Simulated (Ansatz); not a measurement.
# Ge (P6_3/mmc), frozen normal mode

The calculation used DFT r2SCAN, scalar-relativistic, plane waves, PAW in Ansatz 0.2.0. Settings: plane waves to 500 eV, k-mesh 12×12×6 (Γ-centred), Gaussian smearing 0.03 eV. No spin polarisation. Energies are free energies at this smearing, counted from the undisturbed cell; pressure is positive in compression.

The starting cell (relaxed at this level; this form isn't the usual structure):

```xyz
4
Lattice="3.9956 0.0000 0.0000 -1.9978 3.4603 0.0000 0.0000 0.0000 6.6027" Properties=species:S:1:pos:R:3 pbc="T T T"
Ge    1.9978    1.1534    0.4158
Ge    0.0000    2.3069    3.7172
Ge    1.9978    1.1534    2.8855
Ge    0.0000    2.3069    6.1869
```

A zone-centre mode of this cell is frozen in: each atom moves by x times its row below, so x is the largest displacement.
```
atom ux uy uz
 Ge1  -0.707  -0.707  0.000
 Ge2   0.707   0.707  0.000
 Ge3   0.707   0.707  0.000
 Ge4  -0.707  -0.707  0.000
```

```
  x (Å)  ΔE (meV/cell) force along the mode (eV/Å) pressure (GPa) gap on the mesh (eV)
-0.1200           27.3                         0.47            -0.1                  0.28
-0.0600            6.6                         0.22             0.0                  0.17
 0.0000            0.0                         0.00             0.0                  0.10
 0.0150            0.4                        -0.05             0.0                  0.10
 0.0300            1.6                        -0.11             0.0                  0.12
 0.0450            3.7                        -0.17             0.0                  0.14
 0.0750           10.4                        -0.28            -0.1                  0.20
 0.0900           15.1                        -0.34            -0.1                  0.22
 0.1050           20.7                        -0.41            -0.1                  0.25
```

By symmetry 0.1200 repeats -0.1200, -0.0900 repeats 0.0900, 0.0600 repeats -0.0600, -0.0300 repeats 0.0300 in energy, with the opposite slope along the path.